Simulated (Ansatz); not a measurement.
CaF$_{2}$ (Fm-3m), elastic constants by finite strains: input and output

Level of theory: PBEsol, PAW on Ansatz 0.2.0's default frozen-core files (fitted under PBE), scalar-relativistic.

The cell comes from a PAW relaxation under the same functional.

Command:

```sh
ansatz run input.yaml --threads 2 --pin off --max-ram 5120MiB --backend cpu --events-out ev --progress --plain --runs-dir out
```

Input:

```yaml
crystal:
  lattice:
    - [0.0, 2.71037512721, 2.71037512721]
    - [2.71037512721, 0.0, 2.71037512721]
    - [2.71037512721, 2.71037512721, 0.0]
  atoms:
    - { symbol: Ca, position: [0.0, 0.0, 0.0] }
    - { symbol: F, position: [0.25, 0.25, 0.25] }
    - { symbol: F, position: [0.75, 0.75, 0.75] }
kpoints:
  mp_grid: { grid: [8, 8, 8] }
scf:
  occupations: { method: fixed }
hamiltonian:
  xc: pbesol
  pseudopotentials: { kind: paw }
elastic:
  mode: relaxed_ion
  stencil: two_point
  amplitude: 0.003
```

Output (shortened where marked):

```
Warning: RAYON_NUM_THREADS=2 ignored (pool sized by the plan → 2); use --threads N
Engine: ansatz 0.2.0, aarch64-unknown-linux-gnu
Pseudopotentials: kind: paw
Pseudopotential: Ca, paw, valence charge 10, recommended cutoff 420 eV (normal), Ca.paw.azcp
Pseudopotential: F, paw, valence charge 7, recommended cutoff 420 eV (normal), F.paw.azcp
Functional definition: PBEsol
  exchange = pbesol_x
  correlation = pbesol_c
Crystal: 3 atoms, lattice volume = 39.822 Å³
Basis set: ecut = 420 eV, 749 PW (Γ), exchange–correlation on 54×54×54 points (8 copies of the dense FFT grid, shifted against one another)
Bands: 16, of which v1, the nominal top of the filled ones, is band 12 counted from 1 (11 counted from 0)
Symmetry: 48 space group operations
Space group: Fm-3m (ITA 225), of the structure as read, at distance tolerance 3.4e-5 Å
k-points: 29 of 512
Non-local potential: Ca, projectors of the file, l = 0: 3, l = 1: 2, l = 2: 2
Non-local potential: F, projectors of the file, l = 0: 2, l = 1: 2, l = 2: 1
PAW form: soft (Blöchl's): semilocal exchange-correlation on the pseudo side does not see the compensation charge
PAW frozen core: Ca, regenerated for the run's functional, and the local potential with it (the file was generated under x = pbe(κ = 0.804, μ = 0.2195149727645171), c = pbe(β = 0.06672455060314922))
PAW frozen core: F, regenerated for the run's functional, and the local potential with it (the file was generated under x = pbe(κ = 0.804, μ = 0.2195149727645171), c = pbe(β = 0.06672455060314922))
PAW one-centre angular grid: Ca, 110 points (default); XC on 64 Gauss nodes
PAW one-centre angular grid: F, 110 points (default); XC on 64 Gauss nodes
Initial density: superposition of atomic densities (neutral atoms: chi_scale 0, normalization atom), corrected by the library's trained network
Initial wavefunctions: pseudopotential atomic-orbital guess
Functional: x = pbesol(κ = 0.804, μ = 0.12345679012345678), c = pbesol(β = 0.046)
SCF iter   1: F=—  HF=-3400.902381 eV  |F-HF|=—  |Δ(HF+E_count)|=         —  Δρ=1.37e-2  dr2=4.67e-2  ethr=1.77e-3  ⟨swp⟩=4.4  Hψ=2335  notcnv=0  defer=27
preconditioner: auto → none  [insulator: Δε(μ)=7.083 eV  Ē_g=18.332 eV  n_scr=14 (ndim 8)  ℏωp=27.6 eV  f_vac=0.112  ε∞_Penn≈3.3]
SCF iter   2: F=—  HF=-3400.889781 eV  |F-HF|=—  |Δ(HF+E_count)|=   1.26e-2  Δρ=5.93e-3  dr2=7.63e-3  ethr=1.94e-4  ⟨swp⟩=2.0  Hψ=1060  notcnv=0  defer=54
SCF iter   3: F=—  HF=-3400.887449 eV  |F-HF|=—  |Δ(HF+E_count)|=   2.33e-3  Δρ=7.82e-4  dr2=1.67e-4  ethr=3.18e-5  ⟨swp⟩=2.0  Hψ=734  notcnv=0  defer=54
SCF iter   4: F=—  HF=-3400.887474 eV  |F-HF|=—  |Δ(HF+E_count)|=   2.47e-5  Δρ=2.62e-4  dr2=7.80e-6  ethr=6.97e-7  ⟨swp⟩=2.8  Hψ=863  notcnv=0  defer=54
SCF iter   5: F=—  HF=-3400.887352 eV  |F-HF|=—  |Δ(HF+E_count)|=   1.22e-4  Δρ=4.28e-5  dr2=5.38e-7  ethr=3.25e-8  ⟨swp⟩=2.9  Hψ=808  notcnv=0  defer=3
SCF iter   6: F=—  HF=-3400.887352 eV  |F-HF|=—  |Δ(HF+E_count)|=   1.90e-7  Δρ=5.73e-6  dr2=7.70e-9  ethr=2.24e-9  ⟨swp⟩=2.0  Hψ=638  notcnv=0  defer=1
SCF iter   7: F=—  HF=-3400.887352 eV  |F-HF|=—  |Δ(HF+E_count)|=   9.10e-9  Δρ=3.63e-7  dr2=2.61e-11  ethr=3.21e-11  ⟨swp⟩=2.1  Hψ=779  notcnv=0  defer=1
[... 106 lines left out ...]
SCF iter   5: F=—  HF=-3400.887340 eV  |F-HF|=—  |Δ(HF+E_count)|=  1.45e-10  Δρ=9.46e-7  dr2=1.10e-10  ethr=1.04e-12  ⟨swp⟩=1.0  Hψ=1520  notcnv=0  defer=2
SCF iter   6: F=—  HF=-3400.887340 eV  |F-HF|=—  |Δ(HF+E_count)|=  5.32e-11  Δρ=7.72e-7  dr2=7.30e-11  ethr=4.57e-13 (applied; sched 1.00e-12)  ⟨swp⟩=1.0  Hψ=1520  notcnv=0  defer=2
SCF iter   7: F=—  HF=-3400.887340 eV  |F-HF|=—  |Δ(HF+E_count)|=  7.23e-11  Δρ=4.32e-7  dr2=2.28e-11  ethr=3.04e-13 (applied; sched 1.00e-12)  ⟨swp⟩=2.0  Hψ=2215  notcnv=0  defer=2
SCF iter   8: F=—  HF=-3400.887340 eV  |F-HF|=—  |Δ(HF+E_count)|=  2.68e-11  Δρ=1.94e-7  dr2=4.64e-12  ethr=9.49e-14 (applied; sched 1.00e-12)  ⟨swp⟩=2.0  Hψ=2413  notcnv=0  defer=2
SCF iter   9: F=—  HF=-3400.887340 eV  |F-HF|=—  |Δ(HF+E_count)|=  6.37e-12  Δρ=7.39e-8  dr2=6.69e-13  ethr=1.93e-14 (applied; sched 1.00e-12)  ⟨swp⟩=2.3  Hψ=2313  notcnv=0  defer=2
SCF iter  10: F=-3400.887340 eV  HF=-3400.887340 eV  |F-HF|=9.09e-13  |Δ(HF+E_count)|=  9.09e-13  Δρ=1.54e-10  dr2=4.23e-18  ethr=1.00e-12  ⟨swp⟩=2.9  Hψ=5432  notcnv=0
SCF 10 converged in 10 iterations: F = -3400.887340 eV  dr2 = 4.23e-18
SCF converged after 9 iterations
Free energy (F): -3400.887352 eV
Harris-Foulkes:  -3400.887352 eV  (|F-HF|=1.36e-12)
Internal energy: -3400.887352 eV  (E = F + TS)
E sigma→0 (E₀):  -3400.887352 eV
Fermi energy:    3.432254 eV
--- Per-component energies (eV) ---
  E_band       = -182.190501
  E_kinetic    = 692.654735
  E_local      = -1766.894221  (includes V_loc(G=0)·N_el)
  E_nonlocal   = 211.945700
  E_hartree    = 626.087180
  E_xc         = -294.796676
  E_vxc        = -375.419901  (∫ρ·V_xc dr)
  E_paw        = -1224.271986  (= ΣΔE_a)
  E_vpaw       = -196.655216  (= ΣTr[D̂ρ^β])
  E_aug_tail   = 0.004047  (compensation charges beyond the density's cutoff)
  E_ewald      = -1645.819811
  E_core_change = 0.203680  (= ΣΔE_core)
  E_smearing   = -0.000000  (= −TS)
  E_closure    = 0.000000  (closes the sum)
  Σ components = -3400.887352   (vs F -3400.887352, Δ=0.00e0)
--- Forces (eV/Å), atoms counted from 1 ---
  atom   1  Ca    -0.00000000     0.00000000    -0.00000000
  atom   2  F      0.00000000     0.00000000     0.00000000
  atom   3  F     -0.00000000    -0.00000000    -0.00000000
  max |Σ_I F_I| component: 4.63e-18 eV/Å
--- Stress (GPa, compression-positive) ---
       -0.010883       0.000000       0.000000
       -0.000000      -0.010883      -0.000000
        0.000000      -0.000000      -0.010883
  P = ⅓ Tr σ = -0.0109 GPa (-0.109 kbar)
--- Elastic constants: 2 strain directions × 2 members + reference (group order 48) ---
  dense FFT box of the reference and of every strained cell: 27×27×27
  strains applied: 11, 23; error gains: componentwise 1.00 (the most a stress slope's error grows in a printed constant), spectral 1.73 (1 for all six strains in a standard setting)
  C = ∂σ_k/∂η_j (tension-positive GPa; Voigt order 11 22 33 23 13 12):
       166.092     46.400     46.400     -0.000      0.000      0.000
        46.400    166.092     46.400     -0.000     -0.000     -0.000
        46.400     46.400    166.092     -0.000     -0.000     -0.000
         0.000     -0.000     -0.000     32.706      0.000      0.000
        -0.000      0.000      0.000      0.000     32.706      0.000
        -0.000      0.000      0.000     -0.000     -0.000     32.706
  reference stress σ⁰ (GPa):      0.011      0.011      0.011      0.000     -0.000     -0.000
  C* (energy form; C + prestress term) asymmetry max|C*_kj − C*_jk| = 7.105e-15 GPa — a small one proves nothing (zero by symmetry where the batch's group is 432, −43m or m−3m); a large one is finite-difference/SCF noise where ...
  moduli (Voigt/Reuss/Hill, GPa): K = 86.30/86.30/86.30   G = 43.56/39.95/41.76   E = 107.87   ν = 0.292
  mechanically stable: yes (min eigenvalue of sym C = 32.71 GPa)
  strain η (Voigt 11):  stress-route row diagonal C_11 = 166.09 GPa, energy-path curvature d²(F+E_count+ΔE)/dδ²/Ω₀ = 167.41 GPa
         δ    σ_11 (GPa)             F (eV)   n_scf  n_hpsi   n_pw
    -3.000e-3      -0.4904       -3400.8871707       8   18719    789   relax 0 steps, max|allowed force component| 2.78e-17 eV/Å
     3.000e-3       0.5061       -3400.8871496       7   17002    793   relax 0 steps, max|allowed force component| 2.66e-17 eV/Å
  strain η (Voigt 23):  stress-route row diagonal C_44 = 32.71 GPa, energy-path curvature d²(F+E_count+ΔE)/dδ²/Ω₀ = 34.73 GPa
         δ    σ_23 (GPa)             F (eV)   n_scf  n_hpsi   n_pw
    -3.000e-3      -0.0981       -3400.8873397      10   32442    792   relax 3 steps, max|allowed force component| 1.05e-9 eV/Å
     3.000e-3       0.0981       -3400.8873397      10   32426    792   relax 2 steps, max|allowed force component| 2.76e-9 eV/Å
```

Self-consistency was reached.

**Elastic constants**

Elastic constants of a crystal by Kohn-Sham DFT: slopes of the stress over finite engineering strains of the given cell, Voigt indices, Cartesian axes as in the input.

* Pressure at rest: -0.011 GPa
* Least elastic eigenvalue: 32.71 GPa
* Elastically stable: yes

| index | elastic (GPa) |
| --- | --- |
| 11 | 166.1 |
| 12 | 46.4 |
| 44 | 32.71 |

**Strained cells**

Stress of each strained cell less that at rest, tension positive.

```tsv
strain component	strain	stress xx (GPa)	stress yy (GPa)	stress zz (GPa)	stress yz (GPa)	stress xz (GPa)	stress xy (GPa)	relaxation steps
xx	-0.003	-0.5013	-0.1409	-0.1409	0	0	0	0
xx	0.003	0.4952	0.1375	0.1375	0	0	0	0
yz	-0.003	-0.0006	-0.0007	-0.0007	-0.0981	0	0	3
yz	0.003	-0.0006	-0.0007	-0.0007	0.0981	0	0	2
```

Elastic moduli:

Hill averages of a grain aggregate, Debye temperature from the mean sound speed over directions.

```
Bulk modulus                     : 86.3 GPa
Shear modulus                    : 41.76 GPa
Young modulus                    : 107.9 GPa
Poisson ratio                    : 0.2917
Bulk over shear modulus          : 2.067
Elastic anisotropy index         : 0.4516
Least young modulus              : 87.11 GPa
Largest young modulus            : 145.8 GPa
Longitudinal sound speed         : 6604 m/s
Transverse sound speed           : 3581 m/s
Elastic debye temperature        : 498.5 K
Linear compressibility (x, y, z) : 3.863, 3.863, 3.863 1/TPa
Zener ratio                      : 0.5465
Cauchy pressure                  : 13.69 GPa
```

Limits of these numbers: frozen-core PAW files fitted under PBE, their cores solved anew for the functional of the run.

Time and hardware: 13 s on 2 threads of Arm Neoverse V2 (shared host), peak memory 0.34 GiB.
